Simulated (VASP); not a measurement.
MgS (Niningerite), 2 atoms in the cell. It takes space group Fm-3m (No. 225, cubic). The conventional cell has a = 5.203 Å, b = 5.203 Å, c = 5.203 Å, α = 90.00°, β = 90.00°, γ = 90.00°. Around S (site symmetry m-3m) lie 6 Mg at 2.60 Å. Mg (site symmetry m-3m) has 6 S at 2.60 Å as nearest neighbours. 

- Program: VASP 6.6.1
- Task: single point
- Functional: PBE
- Potentials or basis: VASP PAW PBE potentials, release 64 (S_GW, Mg_GW)
- Cutoff: 550 eV
- k mesh: 9 × 9 × 9
- Occupations: gaussian, width 0.02 eV
- Spin: no spin polarisation
- Further INCAR settings: ALGO = Normal; EDIFF = 1.00e-06; NBANDS = 11

Potentials or basis: VASP PAW PBE potentials, release 64 (S_GW, Mg_GW).

Launch:

```bash
$ python run.py
```

Hardware: 1 thread of Intel(R) Xeon(R) Platinum 8488C (Sapphire Rapids), with other jobs on the host.

Question: How long does it take, and how much memory?

Answer: Run time: 18 s on 1 thread of Intel(R) Xeon(R) Platinum 8488C (Sapphire Rapids), on a shared host, peak memory 0.16 GiB. Counts: scf iterations 12, k points 35.
